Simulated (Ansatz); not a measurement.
# AlPt: the cost of one run

Program: Ansatz 0.2.0. Level of theory: DFT PBE, scalar-relativistic, plane waves, PAW. These are calculated values, not measurements.

## Step 1: The structure to begin with

The structure is cubic, space group Fm-3m (No. 225). Conventional cell: a = 5.207 Å, b = 5.207 Å, c = 5.207 Å, α = 90.00°, β = 90.00°, γ = 90.00°. Around Al (site symmetry m-3m) lie 6 Pt at 2.60 Å. Around Pt (site symmetry m-3m) lie 6 Al at 2.60 Å.

Structure file:

```
Al Pt
1.0
     0.00000    2.60360    2.60360
     2.60360    0.00000    2.60360
     2.60360    2.60360    0.00000
Al Pt
1 1
Direct
  0.50000 0.50000 0.50000
  0.00000 0.00000 0.00000
```

Recipe of the guess: species swapped into a database cell of YSb (Fm-3m, No. 225), with Al on the Y sites and Pt on the Sb sites. The dimensions are guesses.

## Step 2: The guess as it stands, on a coarse mesh

File input.yaml:

```yaml
crystal:
  lattice:
    - [0.0, 2.60359533, 2.60359533]
    - [2.60359533, 0.0, 2.60359533]
    - [2.60359533, 2.60359533, 0.0]
  atoms:
    - { symbol: Al, position: [0.5, 0.5, 0.5] }
    - { symbol: Pt, position: [0.0, 0.0, 0.0] }
basis:
  ecutwfc: 420
kpoints:
  mp_grid: { grid: [6, 6, 6] }
hamiltonian:
  xc: pbe
scf:
  occupations: { method: gaussian, width: 0.1 }
  lower_state_search: "off"
output:
  forces: true
  stress: true
  eigenvalues: true
```

Started as:

```sh
$ ansatz run input.yaml --threads 1 --pin off --max-ram 2560MiB --backend cpu --events-out ev --progress --plain --runs-dir out
```

**Question.** How long does this run take on 1 thread of Intel Xeon at 2.50GHz (Skylake/Cascade Lake), shared host, and how much memory does it need?

About 1.7 s, with a peak of 0.29 GiB.
